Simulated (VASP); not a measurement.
Here is a VASP 6.6.1 calculation.

The input INCAR:

```
PREC = Accurate
ENCUT = 600
EDIFF = 1E-6
ISMEAR = 0
SIGMA = 0.03
LREAL = False
LASPH = True
NELM = 80
ALGO = Normal
ISIF = 3
LWAVE = False
LCHARG = False
GGA = PS
IBRION = 2
NSW = 90
EDIFFG = -0.01
KPAR = 4
```

File KPOINTS:

```
Automatic mesh
0
Gamma
  8 8 8
```

Contents of POSCAR:

```
SrTiO3
1.0
    3.9052800000      0.0000000000      0.0000000000
    0.0000000000      3.9052800000      0.0000000000
    0.0000000000      0.0000000000      3.9052800000
Sr Ti O
1 1 3
Direct
    0.5000000000      0.5000000000      0.5000000000
    0.0000000000      0.0000000000      0.0000000000
    0.5000000000      0.0000000000      0.0000000000
    0.0000000000      0.5000000000      0.0000000000
    0.0000000000      0.0000000000      0.5000000000
```

Potentials or basis: VASP PAW PBE potentials, release 64 (Sr_sv, Ti_sv, O).

Run with:

```bash
$ cat potpaw_PBE.64/Sr_sv/POTCAR potpaw_PBE.64/Ti_sv/POTCAR potpaw_PBE.64/O/POTCAR > POTCAR
$ mpirun -np 4 vasp_std > vasp.out
```

(1) Predict the band gap on the k mesh.

(2) Estimate the relaxed volume.

Answers

(1) 1.82 eV, indirect (least direct gap 2.17 eV).

(2) 11.82 Å³/atom.

Caveat: the PAW data sets were made with another functional, which shifts forces and pressure a little.
